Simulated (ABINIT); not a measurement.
Runs of ABINIT 10.8.3 (patched build) on Ge. It takes space group Fd-3m (No. 227, cubic). Conventional cell: a = 5.658 Å, b = 5.658 Å, c = 5.658 Å, α = 90.00°, β = 90.00°, γ = 90.00°. Around Ge (site symmetry -43m) lie 4 Ge at 2.45 Å. 

```tsv
task	level	potentials or basis	cell	cutoff (eV)	cell freedom (optcell)	optimiser (ionmov)	cutoff smearing ecutsm (Ha)	force stop (Ha/bohr)	fine-grid cutoff	gap on the mesh (eV)	pressure (GPa)	relaxed volume (Å³/atom)
relaxation of cell and atoms	PBEsol	PseudoDojo NC SR PBEsol v0.4.1 standard	relaxed	1061	2	2	0.5	2e-05	-	none	0.0	22.90
relaxation of cell and atoms	LDA	JTH PAW LDA v2.0	relaxed	599	2	2	0.5	2e-05	1197.3 eV	none	0.0	22.31
relaxation of cell and atoms	PBE	SPMS NC PBE v1.0	relaxed	844	2	2	0.5	2e-05	-	none	0.0	24.00
single point	PBEsol	PseudoDojo NC SR PBEsol v0.4.1 standard	as given	952	-	-	-	-	-	none	(a)	-
relaxation of cell and atoms	PBE	PseudoDojo NC SR PBE v0.4.1 standard	relaxed	1061	2	2	0.5	2e-05	-	none	0.0	24.00
```

Alike in all rows: no spin polarisation; k mesh 6 × 6 × 6; smearing fermi-dirac 0.05 eV.

Estimate the missing entries.

(a) -1.2.

Caveats: this crystal is a semiconductor, whose small gap the functional closes, so the metal is an error of the method.

A k mesh can miss the band edges, and the runs leave out spin-orbit coupling on Ge.

A gap of «none» marks a metal or a gap under the smearing width.

Not every run made on this cell is shown here.
